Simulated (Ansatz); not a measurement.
Reactions of `BB1BO1`.

Program: Ansatz. Geometries: PBE0-D4/def2-TZVP. ΔE: electronic, gas phase. CBS: MP2 limit from def2 TZ/QZ plus the TZ coupled-cluster correction, frozen cores. This one scheme is used for every species. Double bonds are as drawn, so ΔE can hold a change between cis and trans. DFT in def2-TZVPP. B3LYP here is the variant with VWN-RPA as its local correlation; programs differ in this. One conformer a species, not always the lowest.

```csv
reaction,B3LYP-D4 (eV),CCSD/CBS(def2) (eV),CCSD(T)/CBS(def2) (eV)
`BB1BO1` + `[NH2][AlH][OH]` → `B[O][AlH][NH2]` + `B1BO1`,-1.45,-1.47,-1.46
`BB1BO1` + `C=CCC` → `B1BO1` + `BC(=C)CC`,-0.15,-0.20,-0.22
`BB1BO1` + `OCS` → `BSCO` + `B1BO1`,-1.10,-1.12,-1.16
`BB1BO1` + `C/C=C\F` → `B/C(C)=C/F` + `B1BO1`,-0.34,-0.37,-0.39
`BB1BO1` + `[NH2][AlH2]` → `B[NH][AlH2]` + `B1BO1`,-1.25,-1.30,-1.31
`BB1BO1` + `OC[SiH2]Cl` → `BOC[SiH2]Cl` + `B1BO1`,-1.49,-1.52,-1.52
`BB1BO1` + `N=C=N` → `BN=C=N` + `B1BO1`,-1.20,-1.18,-1.17
```

Largest T1 diagnostic: 0.017, for `N=C=N`.
